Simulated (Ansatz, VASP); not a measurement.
Si3N4 in VASP and in Ansatz

The input INCAR:

```
  PREC = Accurate
  ENCUT = 520
  EDIFF = 1E-6
  ISMEAR = 0
  SIGMA = 0.05
  LREAL = False
  LASPH = True
  NELM = 100
  ALGO = Normal
  ISIF = 2
  LWAVE = False
  LCHARG = False
  GGA = PE
  NBANDS = 45
```

KPOINTS

```
regular mesh
0
Gamma
  6 6 6
```

POSCAR

```
Si3N4
1.0
   -3.2373500000      3.2373500000      3.2373500000
    3.2373500000     -3.2373500000      3.2373500000
    3.2373500000      3.2373500000     -3.2373500000
Si N
6 8
Direct
    0.2500000000      0.1250000000      0.8750000000
    0.8750000000      0.2500000000      0.1250000000
    0.7500000000      0.3750000000      0.6250000000
    0.6250000000      0.7500000000      0.3750000000
    0.1250000000      0.8750000000      0.2500000000
    0.3750000000      0.6250000000      0.7500000000
    0.5628000000      0.5628000000      0.5628000000
    0.4372000000      0.5000000000      0.0000000000
    0.5000000000      0.0000000000      0.9372000000
    0.0000000000      0.4372000000      0.5000000000
    0.9372000000      0.5000000000      0.0000000000
    0.0628000000      0.0628000000      0.0628000000
    0.0000000000      0.9372000000      0.5000000000
    0.5000000000      0.0000000000      0.4372000000
```

Input for Ansatz:

```yaml
crystal:
  lattice:
    - [-3.23735, 3.23735, 3.23735]
    - [3.23735, -3.23735, 3.23735]
    - [3.23735, 3.23735, -3.23735]
  atoms:
    - { symbol: Si, position: [0.25, 0.125, 0.875] }
    - { symbol: Si, position: [0.875, 0.25, 0.125] }
    - { symbol: Si, position: [0.75, 0.375, 0.625] }
    - { symbol: Si, position: [0.625, 0.75, 0.375] }
    - { symbol: Si, position: [0.125, 0.875, 0.25] }
    - { symbol: Si, position: [0.375, 0.625, 0.75] }
    - { symbol: "N", position: [0.5628, 0.5628, 0.5628] }
    - { symbol: "N", position: [0.4372, 0.5, 0.0] }
    - { symbol: "N", position: [0.5, 0.0, 0.9372] }
    - { symbol: "N", position: [0.0, 0.4372, 0.5] }
    - { symbol: "N", position: [0.9372, 0.5, 0.0] }
    - { symbol: "N", position: [0.0628, 0.0628, 0.0628] }
    - { symbol: "N", position: [0.0, 0.9372, 0.5] }
    - { symbol: "N", position: [0.5, 0.0, 0.4372] }
basis:
  ecutwfc: 500
  fft_grid_basis: typed
kpoints:
  mp_grid: { grid: [6, 6, 6] }
hamiltonian:
  xc: pbe
  pseudopotentials: { kind: paw }
scf:
  occupations: { method: gaussian, width: 0.05 }
output:
  forces: true
  stress: true
  eigenvalues: true
  bader: true
  write_density: true
  volumetric_format: npy
  elf: true
```

Measurements of this composition are mostly on another form, of space group No. 176.

Alike in both runs: task single point; functional PBE; k mesh 6 × 6 × 6; occupations gaussian, width 0.05 eV; no spin polarisation.

```csv
,VASP,Ansatz
version,VASP 6.6.1,Ansatz 0.2.0
potentials or method,"VASP PAW PBE potentials, release 64 (Si, N)","scalar-relativistic, plane waves, PAW"
plane-wave cutoff (eV),520,500
valence electrons in the cell,64,64
```

Ansatz gave:

* gap on the k mesh at the Fermi level (eV): 4.07
* pressure (GPa): 2.0
* rms of the force components (eV/Å): 0.009

Which values does VASP return?

gap on the k mesh at the Fermi level (eV): 4.07; pressure (GPa): 1.6; rms of the force components (eV/Å): 0.007.

Atom by atom the forces differ by 0.002 eV/Å (rms over components).

A k mesh can miss the band edges. Expect the measured gap to be larger: semilocal functionals such as PBE lack the derivative discontinuity.
